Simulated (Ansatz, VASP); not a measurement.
Pt in VASP and in Ansatz

The input INCAR:

```
PREC     = Accurate       # precision mode
ENCUT    = 520            # plane-wave cutoff, eV
EDIFF    = 1E-7           # SCF threshold, eV
ISMEAR   = -1             # smearing method
SIGMA    = 0.05           # smearing width, eV
LREAL    = False          # projectors in reciprocal space
LASPH    = True           # aspherical terms in the spheres
NELM     = 60             # most SCF steps
ALGO     = Normal         # electronic algorithm
ISIF     = 2              # what is computed and relaxed
LWAVE    = False          # write WAVECAR
LCHARG   = False          # write CHGCAR
GGA      = PE             # functional
NBANDS   = 11             # bands
```

File KPOINTS:

```
Automatic mesh
0
Gamma
  16 16 16
```

Contents of POSCAR:

```
Pt
1.0
    2.1885918071      0.0000000000      0.0000000000
    0.0000000000      2.1885918071      0.0000000000
    0.0000000000      0.0000000000      2.1885918071
Pt
1
Direct
    0.0000000000      0.0000000000      0.0000000000
```

Input for Ansatz:

```yaml
crystal:
  lattice:
    - [2.1885918071, 0.0, 0.0]
    - [0.0, 2.1885918071, 0.0]
    - [0.0, 0.0, 2.1885918071]
  atoms:
    - { symbol: Pt, position: [0.0, 0.0, 0.0] }
kpoints:
  mp_grid: { grid: [16, 16, 16] }
scf:
  occupations: { method: fermi_dirac, width: 0.05 }
hamiltonian:
  xc: pbe
  pseudopotentials: { kind: all_electron, lapw: { basis_error: 0.001 } }
output:
  forces: true
  stress: true
  eigenvalues: true
  populations: true
```

Change from the starting cell: volume scaled by 0.58, LAPW.

Alike in both runs: task single point; functional PBE; k mesh 16 × 16 × 16; occupations fermi-dirac, width 0.05 eV; no spin polarisation.

|  | VASP | Ansatz |
| --- | --- | --- |
| version | VASP 6.6.1 | Ansatz 0.2.0 |
| potentials or method | VASP PAW PBE potentials, release 64 (Pt) | all-electron LAPW, scalar-relativistic |
| plane-wave cutoff (eV) | 520 | see its input |

```csv
,VASP,Ansatz,Ansatz less VASP
pressure (GPa),405.4,410.4,+5.01
```

Ansatz ran all-electron here, so the differences hold the error of VASP's frozen core and of both bases.

Caveats: the cell as given lies far from equilibrium; so large a pressure means that the cell lies far from this level's equilibrium, or that cutoff or potentials fall short (VASP). Spin-orbit coupling is left out, which matters for the levels of Pt.
